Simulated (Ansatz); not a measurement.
**Varying the input for LiH**

All trials start from this Ansatz input:

```yaml
crystal:
  lattice:
    - [0.0, 2.0086193919, 2.0086193919]
    - [2.0086193919, 0.0, 2.0086193919]
    - [2.0086193919, 2.0086193919, 0.0]
  atoms:
    - { symbol: Li, position: [0.0, 0.0, 0.0] }
    - { symbol: H, position: [0.5, 0.5, 0.5] }
basis:
  ecutwfc: 420
kpoints:
  mp_grid: { grid: [10, 10, 10] }
hamiltonian:
  xc: pbe
scf:
  occupations: { method: gaussian, width: 0.1 }
output:
  forces: true
  stress: true
  eigenvalues: true
```

Command:

```bash
ansatz run input.yaml --threads 1 --pin off --max-ram 1331MiB --backend cpu --events-out ev --progress --plain --runs-dir out
```

The run converges in 6 SCF iterations on 47 irreducible k-points: pressure -0.27 GPa, gap on the sampled k-points 2.99 eV.

These settings were drawn at random to show what each does; none of the numbers is a converged property of the crystal. Each trial's input is given as a difference from the reference's; energies are extrapolated to zero smearing where there is one, and pressure is positive in compression.

Trial 1:

```diff
 basis:
-  ecutwfc: 420
+  ecutrho_ratio: 8
 hamiltonian:
-  xc: pbe
+  xc: lda
```

The run converges in 6 SCF iterations on 47 irreducible k-points: pressure -2.90 GPa, gap on the sampled k-points 2.62 eV.

Trial 2:

```diff
 basis:
-  ecutwfc: 420
+  ecutwfc: 220
+  ecutrho_ratio: 10
 scf:
+  max_iter: 4
+relax:
+  adjacent_minimum: "off"
+  f_tol: 0.04
+  max_steps: 30
```

The relaxation ends after 1 step and 4 SCF iterations, 0.00 meV per atom in free energy under its start, at 8.10 Å³/atom: energy 108 meV per atom above the reference, pressure -0.27 GPa (unreliable at so low a cutoff), gap on the sampled k-points 2.95 eV. It warns that the cutoff lies under the recommended one, 420 eV for these potentials; that the SCF threshold is loose for the stress.

Trial 3:

```diff
 crystal:
+  symmetry: { tolerance: -1 }
 scf:
-  occupations: { method: gaussian, width: 0.1 }
+  occupations: { method: explicit }
+  max_iter: 92
```

The program refuses the input:

```text
Error: invalid value for `scf.occupations.values`: required for method: explicit
```

Next try, with these keys changed back:

```diff
 scf:
-  occupations: { method: explicit }
+  occupations: { method: gaussian, width: 0.1 }
```

The program refuses the input:

```text
Error: invalid value for `crystal.symmetry.tolerance`: must be finite and in (0, 0.25); got -1
```

Trial 4 (strained):

```diff
 crystal:
   lattice:
-    - [0.0, 2.0086193919, 2.0086193919]
-    - [2.0086193919, 0.0, 2.0086193919]
-    - [2.0086193919, 2.0086193919, 0.0]
+    - [0.0221757995, 2.1085425783, 1.9732519356]
+    - [2.0637489422, 0.0543850361, 1.9410426991]
+    - [2.0095146373, 2.0220990369, 0.108619341]
 kpoints:
-  mp_grid: { grid: [10, 10, 10] }
+  mp_grid: { grid: [4, 4, 4], shift: [0.61, 0.05, 0.21] }
 hamiltonian:
-  xc: pbe
+  xc: rpbe
 scf:
-  occupations: { method: gaussian, width: 0.1 }
+  occupations: { method: fixed }
+  algorithm: density_mixing
+  max_iter: 84
+relax:
+  adjacent_minimum: "off"
+  f_tol: 0.01
+  max_steps: 10
```

The relaxation ends after 1 step and 6 SCF iterations, 0.00 meV per atom in free energy under its start, at 7.84 Å³/atom: pressure 2.92 GPa, gap on the sampled k-points 3.68 eV. It warns that the SCF threshold is loose for the stress.

Trial 5:

```diff
 basis:
+  ecutrho_ratio: 5
 kpoints:
-  mp_grid: { grid: [10, 10, 10] }
+  mp_grid: { grid: [3, 10, 11] }
 output:
-  forces: true
+  forces: false
+dielectric:
+  field_mesh: kpoints
```

The program refuses the input:

```text
Error: dielectric: with output.stress: true / relax.cell: / md.ensemble: npt_langevin / elastic: — a dielectric run assembles no stress — the request is not carried onto its reference SCF, so the run would end without the tensor the deck asked for; drop the stress request and compute the stress in a separate scf run of the same crystal
```

Next try, with these keys changed back:

```diff
-dielectric:
-  field_mesh: kpoints
```

The run converges in 6 SCF iterations on 166 irreducible k-points: energy 4.18 meV per atom below the reference, pressure -0.39 GPa, gap on the sampled k-points 3.31 eV. It warns that the mesh lowers the symmetry.

Trial 6:

```diff
 basis:
-  ecutwfc: 420
+  ecutwfc: "24 Ha"
 kpoints:
+  band_path: { path: [VBM, CBM], npoints: 5 }
 hamiltonian:
-  xc: pbe
+  xc: pbesol
 scf:
-  occupations: { method: gaussian, width: 0.1 }
+  occupations: { method: cold, width: "0.01 Ry" }
```

The run converges in 5 SCF iterations on 47 irreducible k-points: pressure -1.00 GPa, gap on the sampled k-points 2.75 eV.

Trial 7:

```diff
 basis:
+  xc_grid: 2
 kpoints:
-  mp_grid: { grid: [10, 10, 10] }
+  mp_grid: { grid: [1, 2, 5] }
 scf:
+  mixing: { algorithm: broyden, ndim: 1 }
+  max_iter: 80
+  convergence: { dr2_threshold: "1e-6 eV" }
+magnetization:
+  spin_polarized: true
```

The run converges in 8 SCF iterations on 6 irreducible k-points: energy 550 meV per atom below the reference, pressure -7.16 GPa, gap on the sampled k-points 4.40 eV, cell moment 0.00 μB. It warns that the SCF threshold is loose for the forces; that no starting moments were given; that the state wasn't tested for a lower one; that the SCF threshold is loose for the stress; that the mesh lowers the symmetry.

Trial 8:

```diff
 basis:
-  ecutwfc: 420
+  ecutwfc: "46 Ry"
 hamiltonian:
-  xc: pbe
+  xc: r2scan
 scf:
+  lower_state_search: "off"
```

The run converges in 6 SCF iterations on 47 irreducible k-points: pressure -0.33 GPa, gap on the sampled k-points 3.64 eV.

Trial 9:

```diff
 basis:
-  ecutwfc: 420
+  ecutwfc: "23 Ha"
+  ecutrho_ratio: 5
 kpoints:
-  mp_grid: { grid: [10, 10, 10] }
+  mp_grid: { grid: [2, 2, 2] }
 scf:
-  occupations: { method: gaussian, width: 0.1 }
+  occupations: { method: tetrahedron_uncorrected }
+magnetization:
+  spin_polarized: true
```

The run converges in 8 SCF iterations on 3 irreducible k-points: energy 353 meV per atom above the reference, pressure 6.84 GPa, gap on the sampled k-points 2.79 eV, cell moment 0.00 μB. It warns that the printed bands weren't solved further after the SCF; that no starting moments were given; that the state wasn't tested for a lower one.

Trial 10:

```diff
 basis:
-  ecutwfc: 420
+  ecutwfc: 220
+  precision: f64
 hamiltonian:
-  xc: pbe
+  xc: revpbe
```

The run converges in 6 SCF iterations on 47 irreducible k-points: pressure 1.24 GPa (unreliable at so low a cutoff), gap on the sampled k-points 3.08 eV. It warns that the cutoff lies under the recommended one, 420 eV for these potentials.